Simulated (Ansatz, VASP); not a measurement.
**One calculation of VSi, two programs**

INCAR

```
PREC = Accurate ; ENCUT = 520
EDIFF = 1E-8 ; ISMEAR = -1
SIGMA = 0.03 ; LREAL = F
LASPH = T ; NELM = 150
ALGO = Fast ; ISIF = 2
LWAVE = F ; LCHARG = F
ISPIN = 2 ; MAGMOM = 1.5 0
LORBIT = 11 ; LMAXMIX = 4
GGA = PE ; LEFG = T
NBANDS = 20
```

File KPOINTS:

```
Automatic mesh
0
Gamma
  13 13 13
```

File POSCAR:

```
VSi
1.0
    0.0000000000      2.4758166058      2.4758166058
    2.4758166058      0.0000000000      2.4758166058
    2.4758166058      2.4758166058      0.0000000000
V Si
1 1
Direct
    0.0000000000      0.0000000000      0.0000000000
    0.5000000000      0.5000000000      0.5000000000
```

Input for Ansatz:

```yaml
crystal:
  lattice:
    - [0.0, 2.4758166058, 2.4758166058]
    - [2.4758166058, 0.0, 2.4758166058]
    - [2.4758166058, 2.4758166058, 0.0]
  atoms:
    - { symbol: V, position: [0.0, 0.0, 0.0], spin: 1.5 }
    - { symbol: Si, position: [0.5, 0.5, 0.5] }
magnetization:
  spin_polarized: true
kpoints:
  mp_grid: { grid: [13, 13, 13] }
scf:
  occupations: { method: fermi_dirac, width: 0.03 }
hamiltonian:
  xc: pbe
  pseudopotentials: { kind: paw }
output:
  forces: true
  stress: true
  eigenvalues: true
  efg: { contact_densities: true }
```

Change from the starting cell: volume scaled by 1.04, PAW files.

Alike in both runs: task electric field gradients; functional PBE; k mesh 13 × 13 × 13; occupations fermi-dirac, width 0.03 eV; collinear spin.

```csv
,VASP,Ansatz
version,VASP 6.6.1,Ansatz 0.2.0
potentials or method,"VASP PAW PBE potentials, release 64 (V_sv, Si)","PAW with Ansatz's default frozen-core files, scalar-relativistic"
plane-wave cutoff (eV),520,420
valence electrons in the cell,17,17
```

```csv
,VASP,Ansatz,Ansatz less VASP
pressure (GPa),-5.0,-5.0,-0.06
net moment per atom (μB),0.00,0.00,0.000
Vzz of the field gradient on the site that differs most (V/Å²),0.0,0.0,0.00
```

Ansatz warned: «seeded_moment_not_kept».
